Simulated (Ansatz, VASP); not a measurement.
# Two plane-wave programs on ZrB

```
Zr B
1.0
     0.00000    2.62091    2.62091
     2.62091    0.00000    2.62091
     2.62091    2.62091    0.00000
Zr B
1 1
Direct
  0.75000 0.75000 0.75000
  0.00000 0.00000 0.00000
```

Alike in both runs: task relaxation of cell and atoms; functional PBEsol; k mesh 14 × 14 × 14; occupations gaussian, width 0.1 eV; no spin polarisation.

|  | VASP | Ansatz |
| --- | --- | --- |
| version | VASP 6.6.1 | Ansatz 0.2.0 |
| potentials or method | VASP PAW PBE potentials, release 64 (Zr_sv, B) | scalar-relativistic, plane waves, PAW |
| plane-wave cutoff (eV) | 600 | 420 |
| valence electrons in the cell | 15 | 15 |

VASP gave:

| Quantity | Value |
| --- | --- |
| gap on the k mesh at the Fermi level, each at its own relaxed structure (eV) | none |
| relaxed volume (Å³/atom) | 17.95 |
| relaxed cell length with the largest relative difference (Å) | 3.703 |

Task: What did Ansatz give for the same quantities?

Result: gap on the k mesh at the Fermi level, each at its own relaxed structure (eV): none; relaxed volume (Å³/atom): 17.93; relaxed cell length with the largest relative difference (Å): 3.701.

A gap of «none» marks a metal or a gap that the smearing closes.

Caveats: the PAW data sets were made with another functional, which shifts forces and pressure a little (VASP).
